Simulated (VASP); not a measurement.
# Y (P6_3/mmc) in VASP: further runs

One crystal, Y, is run at these levels: PBEsol; tasks: single point.

Program: VASP 6.6.1. These are calculated values, not measurements. Logs are shortened: lines on timing, memory, paths and dates and some standing lists are left out, and cuts for length are marked.

**1. Starting point**

The structure is hexagonal, space group P6_3/mmc (No. 194). The conventional cell has a = 3.647 Å, b = 3.647 Å, c = 5.731 Å, α = 90.00°, β = 90.00°, γ = 120.00°. Y (site symmetry -6m2) has 12 Y at 3.56 to 3.65 Å as nearest neighbours.

**2. Single point, PBEsol**

INCAR reads:

```
SYSTEM = Y
PREC     = Accurate       ! precision mode
ENCUT    = 450            ! plane-wave cutoff, eV
EDIFF    = 1E-6           ! SCF threshold, eV
ISMEAR   = -1             ! smearing method
SIGMA    = 0.1            ! smearing width, eV
LREAL    = .FALSE.        ! projectors in reciprocal space
LASPH    = .TRUE.         ! aspherical terms in the spheres
NELM     = 100            ! most SCF steps
ALGO     = Normal         ! electronic algorithm
ISIF     = 2              ! what is computed and relaxed
LWAVE    = .FALSE.        ! write WAVECAR
LCHARG   = .FALSE.        ! write CHGCAR
GGA      = PS             ! functional
NBANDS   = 18             ! bands
ADDGRID  = .FALSE.
```

KPOINTS reads:

```
Automatic mesh
0
G
  18 18 10
  0 0 0
```

POSCAR reads:

```
Y
1.0
    3.6474000000      0.0000000000      0.0000000000
   -1.8237000000      3.1587410578      0.0000000000
    0.0000000000      0.0000000000      5.7306000000
Y
2
Direct
    0.6666666667      0.3333333333      0.7500000000
    0.3333333333      0.6666666667      0.2500000000
```

Potentials or basis: VASP PAW PBE potentials, release 64 (Y_sv).

Launch:

```console
> cat potpaw_PBE.64/Y_sv/POTCAR > POTCAR
> mpirun -np 1 vasp_std > vasp.out
```

OUTCAR:

```text
SYSTEM = Y
   PREC = Accurate
   ENCUT = 450
   EDIFF = 1E-6
   ISMEAR = -1
   LREAL = .FALSE.
   LASPH = .TRUE.
   NELM = 100
   ISIF = 2
   GGA = PS

 Found    222 irreducible k-points:

 Following reciprocal coordinates:
            Coordinates               Weight
  0.000000  0.000000  0.000000      1.000000
  0.055556 -0.000000  0.000000      6.000000
  0.111111 -0.000000  0.000000      6.000000
  0.166667  0.000000  0.000000      6.000000
  0.222222 -0.000000  0.000000      6.000000
  0.277778  0.000000  0.000000      6.000000
   k-points           NKPTS =    222   k-points in BZ     NKDIM =    222   number of bands    NBANDS=     18
   number of dos      NEDOS =    301   number of ions     NIONS =      2
   total plane-waves  NPLWV =  31360
   dimension x,y,z NGX =    28 NGY =   28 NGZ =   40
   dimension x,y,z NGXF=    56 NGYF=   56 NGZF=   80
   ions per type =               2
   NGX,Y,Z   is equivalent  to a cutoff of  12.76, 12.76, 11.60 a.u.
   NGXF,Y,Z  is equivalent  to a cutoff of  25.52, 25.52, 23.21 a.u.
 SYSTEM =  Y
   PREC   = accura    normal or accurate (medium, high low for compatibility)
   ISTART =      0    job   : 0-new  1-cont  2-samecut
   ICHARG =      2    charge: 1-file 2-atom 10-const
   ISPIN  =      1    spin polarized calculation?
   LNONCOLLINEAR =      F non collinear calculations
   LSORBIT =      F    spin-orbit coupling
   LASPH  =      T    aspherical Exc in radial PAW
   ENCUT  =  450.0 eV  33.07 Ry    5.75 a.u.   6.31  6.31  9.91*2*pi/ulx,y,z
   NELM   =    100;   NELMIN=  2; NELMDL= -5     # of ELM steps
   EDIFF  = 0.1E-05   stopping-criterion for ELM
   LREAL  =      F    real-space projection
   EDIFFG = 0.1E-04   stopping-criterion for IOM
   NSW    =      0    number of steps for IOM
   IBRION =     -1    ionic relax: 0-MD 1-quasi-New 2-CG
   NFREE  =      0    steps in history (QN), initial steepest desc. (CG)
   ISIF   =      2    stress and relaxation
   ISYM   =      2    0-nonsym 1-usesym 2-fastsym
   POTIM  = 0.5000    time-step for ionic-motion
   TEBEG  =    0.0;   TEEND  =   0.0 temperature during run
   PSTRESS=    0.0 pullay stress
   NELECT =      22.0000    total number of electrons
   NUPDOWN=      -1.0000    fix difference up-down
   EMIN   =  10.00;   EMAX   =-10.00  energy-range for DOS
   EFERMI =   0.00;   METHOD = LEGACY
   ISMEAR =    -1;   SIGMA  =   0.10  broadening in eV -4-tet -1-fermi 0-gaus
   EFERMI_NEDOS =   21; number of points for ismear=-14 and -15
   IALGO  =     38    algorithm
   IMIX   =      4    mixing-type and parameters
     AMIX     =   0.40;   BMIX     =  1.00
     AMIX_MAG =   1.60;   BMIX_MAG =  1.00
  volume/ion in A,a.u.               =      33.01       222.77
  Fermi-wavevector in a.u.,A,eV,Ry     =   1.134967  2.144777 17.526345  1.288150
  Thomas-Fermi vector in A             =   2.271671
   LORBIT       =      0    0 simple, 1 ext, 2 COOP (PROOUT), +10 PAW based schemes
   GGA     = PS    functional components
   LHFCALC =     F    Hartree Fock is set to
   AEXX    =    0.0000 exact exchange contribution
   IVDW    =     0    specifies the selected vdW correction
   LEPSILON=     F    determine dielectric tensor
   LRPA    =     F    only Hartree local field effects (RPA)
 non-spin polarized calculation
  energy-cutoff  :      450.00
  volume of cell :       66.02
 maximum number of plane-waves:      1456
 NGX is ok and might be reduce to    28
   NGX = 13   NGY = 13   NGZ = 19

 number of electron      22.0000000 magnetization

 Free energy of the ion-electron system (eV)
  ---------------------------------------------------
  ext. energy  EPLUGINS =         0.00000000
  ---------------------------------------------------
  free energy    TOTEN  =       -13.67612292 eV

  energy without entropy =      -13.55308734  energy(sigma->0) =      -13.61460513

 E-fermi :   2.8601     XC(G=0):  -9.5136

 val. band max:        2.8554610463   @ k =   0.4444  -0.0000   0.3000
 cond. band min:       2.8675256618   @ k =   0.3889   0.2222   0.4000
 fundamental gap:      0.0120646155
 Fermi energy:         2.8600506360

 k-point     1 :       0.0000    0.0000    0.0000
  band No.  band energies     occupation
      1     -39.7469      2.00000
      2     -39.6748      2.00000
      3     -20.0411      2.00000
      4     -19.5664      2.00000
      5     -19.5664      2.00000
      6     -19.4781      2.00000
[... 10 lines left out ...]
     17       5.6331      0.00000
     18       5.6331      0.00000

 k-point     2 :       0.0556   -0.0000    0.0000
  band No.  band energies     occupation
      1     -39.7454      2.00000
      2     -39.6743      2.00000
      3     -20.0356      2.00000
      4     -19.5776      2.00000
      5     -19.5703      2.00000
      6     -19.4900      2.00000
[... 10 lines left out ...]
     17       5.5384      0.00000
     18       5.5682      0.00000

 k-point     3 :       0.1111   -0.0000    0.0000
  band No.  band energies     occupation
      1     -39.7410      2.00000
      2     -39.6727      2.00000
      3     -20.0195      2.00000
      4     -19.6100      2.00000
      5     -19.5812      2.00000
      6     -19.5237      2.00000
[... 10 lines left out ...]
     17       5.4006      0.00000
     18       5.4260      0.00000

 k-point     4 :       0.1667    0.0000    0.0000
  band No.  band energies     occupation
      1     -39.7340      2.00000
      2     -39.6704      2.00000
      3     -19.9938      2.00000
      4     -19.6596      2.00000
      5     -19.5974      2.00000
      6     -19.5744      2.00000
[... 10 lines left out ...]
     17       5.5354      0.00000
     18       5.7034      0.00000

 k-point     5 :       0.2222   -0.0000    0.0000
  band No.  band energies     occupation
      1     -39.7252      2.00000
      2     -39.6679      2.00000
      3     -19.9601      2.00000
      4     -19.7207      2.00000
      5     -19.6349      2.00000
      6     -19.6167      2.00000
[... 10 lines left out ...]
     17       5.8525      0.00000
     18       6.0754      0.00000

 k-point     6 :       0.2778    0.0000    0.0000
  band No.  band energies     occupation
      1     -39.7154      2.00000
      2     -39.6656      2.00000
      3     -19.9205      2.00000
      4     -19.7859      2.00000
      5     -19.6974      2.00000
      6     -19.6367      2.00000
[... 10 lines left out ...]
     17       6.2346      0.00000
     18       6.5219      0.00000

 [... further k-points ...]

------------------------ aborting loop because EDIFF is reached ----------------------------------------

  FORCE on cell =-STRESS in cart. coord.  units (eV):
  Direction    XX          YY          ZZ          XY          YZ          ZX
  --------------------------------------------------------------------------------------
  -------------------------------------------------------------------------------------
  Total       -0.8119118     -0.8119118     -0.9736406      0.0000000      0.0000000      0.0000000
  in kB      -19.7025273    -19.7025273    -23.6271731      0.0000000      0.0000000      0.0000000
  external PRESSURE =     -21.0107425 kB  Pullay stress =       0.0000000 kB

 VOLUME and BASIS-vectors are now :
 -----------------------------------------------------------------------------
  energy-cutoff  :      450.00
  volume of cell :       66.02
      direct lattice vectors                 reciprocal lattice vectors
     3.647400000  0.000000000  0.000000000     0.274167900  0.158290911  0.000000000
    -1.823700000  3.158741058  0.000000000     0.000000000  0.316581822  0.000000000
     0.000000000  0.000000000  5.730600000     0.000000000  0.000000000  0.174501797

 POSITION                                       TOTAL-FORCE (eV/Angst)
 -----------------------------------------------------------------------------------
      1.82370      1.05291      4.29795         0.000000      0.000000      0.000000
     -0.00000      2.10583      1.43265        -0.000000      0.000000      0.000000
 -----------------------------------------------------------------------------------
    total drift:                               -0.000000      0.000000     -0.000000

  FREE ENERGIE OF THE ION-ELECTRON SYSTEM (eV)
  ---------------------------------------------------
  free  energy   TOTEN  =       -13.6761229234 eV

  energy  without entropy=      -13.5530873440  energy(sigma->0) =      -13.61460513
```

stdout:

```text
POSCAR found type information on POSCAR Y
 POSCAR found :  1 types and       2 ions
 scaLAPACK will be used
 -----------------------------------------------------------------------------
|                                                                             |
|                                                                             |
|     You enforced a specific xc type in the INCAR file but a different       |
|     I HOPE YOU KNOW WHAT YOU ARE DOING!                                     |
|                                                                             |
 -----------------------------------------------------------------------------

 LDA part: xc-table for (Slater+PW92), standard interpolation
 POSCAR, INCAR and KPOINTS ok, starting setup
 FFT: planning ... GRIDC
 FFT: planning ... GRID_SOFT
 FFT: planning ... GRID
 WAVECAR not read
 entering main loop
```

Run time: 92 s. Hardware: 1 thread of AMD EPYC 9R45 (Zen 5), shared host; peak memory 0.31 GiB.

The run converged, but some of its settings lie outside the range that counts as converged, so its numbers aren't taken as properties of the crystal.

Results:

* Free energy: -13.6761 eV
* Pressure: -2.1 GPa
* Band gap on the k mesh: none (metal or under the smearing width)

Caveat: the PAW data sets were made with another functional, which shifts forces and pressure a little.

[end of part 1 of 2]
